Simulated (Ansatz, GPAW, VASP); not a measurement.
# One calculation of ZnS, 4 ways

```
Zn S
1.0
     0.00000    2.70200    2.70200
     2.70200    0.00000    2.70200
     2.70200    2.70200    0.00000
Zn S
1 1
Direct
  0.75000 0.75000 0.75000
  0.00000 0.00000 0.00000
```

Alike in all runs: task single point; functional PBE; k mesh 9 × 9 × 9; occupations gaussian, width 0.012 eV; no spin polarisation; no spin-orbit coupling. Pressure is positive in compression and, in plane waves, holds the error of the finite cutoff, which Ansatz's Pulay term estimates and takes out.

```csv
program and potentials,plane-wave cutoff (eV),notes,pressure (GPa)
"Ansatz, Ansatz PAW",420,Pulay term of +0.07 GPa included,1.60
"GPAW, GPAW PAW data sets (gpaw-data 1.2.1)",600,-,1.62
"VASP, PBE PAW files S, Zn, 520 eV",520,-,1.81
"Ansatz, all-electron LAPW, scalar-relativistic",-,-,1.61
```

The pressure spans 1.60 (Ansatz, Ansatz PAW) to 1.81 GPa (VASP, PBE PAW files S, Zn, 520 eV), with all-electron results at 1.61.

The functional is the same throughout but for its coding, so the spread measures potentials, basis and numerics; runs on potential files found faulty are left out.
